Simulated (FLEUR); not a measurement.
**C: equation of state with PBE**

**What was measured.**

“Equation of state of cubic boron nitride at high pressures and temperatures”, 2007, arxiv:cond-mat/0702656 quotes, for a bulk crystal of C: bulk modulus 442 ± 5 GPa.

Crystal: C.

```
CELL_PARAMETERS angstrom
0.00000 1.78337 1.78337
1.78337 0.00000 1.78337
1.78337 1.78337 0.00000
ATOMIC_POSITIONS crystal
C 0.75000 0.75000 0.75000
C 0.50000 0.50000 0.50000
```

This isn't the form of C at room conditions, which is graphite.

- Program: FLEUR MaX-R8.1 (patched build s14)
- Task: equation of state
- Functional: PBE
- Potentials or basis: all-electron
- Basis: FLAPW
- Kmax: 5 1/bohr
- k mesh: 13 × 13 × 13
- Occupations: fermi-dirac, width 0.05 eV
- Spin: no spin polarisation

```yaml
Equilibrium_volume: 5.70 Å³/atom
Bulk_modulus: 434 GPa
Pressure_derivative_of_the_bulk_modulus: "4.0 (rough: it moves with the points fitted)"
```

Energy against volume, from the lowest point:
| volume (Å³/atom) | energy (meV/atom) |
| --- | --- |
| 5.332 | 35.06 |
| 5.445 | 16.01 |
| 5.672 | 0.00 |
| 5.899 | 9.16 |
| 6.012 | 21.66 |

Against the measured bulk modulus of C, 442 GPa (quoted in “Equation of state of cubic boron nitride at high pressures and temperatures”, 2007, arxiv:cond-mat/0702656), the calculated 434 GPa is off by -1.8 %. 3 values of this kind are on record (442 to 444.8 GPa); this one was drawn at random among those near their median, those with a stated uncertainty first. The fit is for a static lattice scaled at fixed shape and fixed fractional positions. The cell as given is a measured one (5.67 Å³/atom); PBE puts the equilibrium volume +0.4 % from it, thermal expansion not counted.
